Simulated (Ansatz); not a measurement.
Sn, 2 atoms in the cell. Symmetry: I4_1/amd, No. 141, tetragonal system. The conventional cell has a = 5.880 Å, b = 5.880 Å, c = 3.199 Å, α = 90.00°, β = 90.00°, γ = 90.00°. Sn (site symmetry -4m2) is surrounded by 6 Sn at 3.05 to 3.20 Å. 

- Program: Ansatz 0.2.0
- Task: relaxation of cell and atoms
- Functional: PBE
- Dispersion: D3(BJ)
- Potentials or basis: Ansatz PAW
- Cutoff: 420 eV (not typed: the program's choice for these potentials)
- k mesh: 9 × 9 × 9
- Occupations: fermi-dirac, width 0.05 eV
- Spin: no spin polarisation

Potentials or basis: Ansatz PAW.

Launch:

```bash
$ ansatz run input.yaml --threads 2 --pin off --max-ram 5632MiB --backend cpu --events-out ev --progress --plain --runs-dir out
```

Hardware: 2 threads of Intel(R) Xeon(R) 6975P-C (Granite Rapids), on a shared host.

Question: Estimate the wall time of this run.

Answer: Wall time 4.3 s on 2 threads of Intel(R) Xeon(R) 6975P-C (Granite Rapids), on a shared host, peak memory 0.4 GiB. Counts: scf iterations 20, plane waves 1109, k points 75, bands 18, ion steps 4.
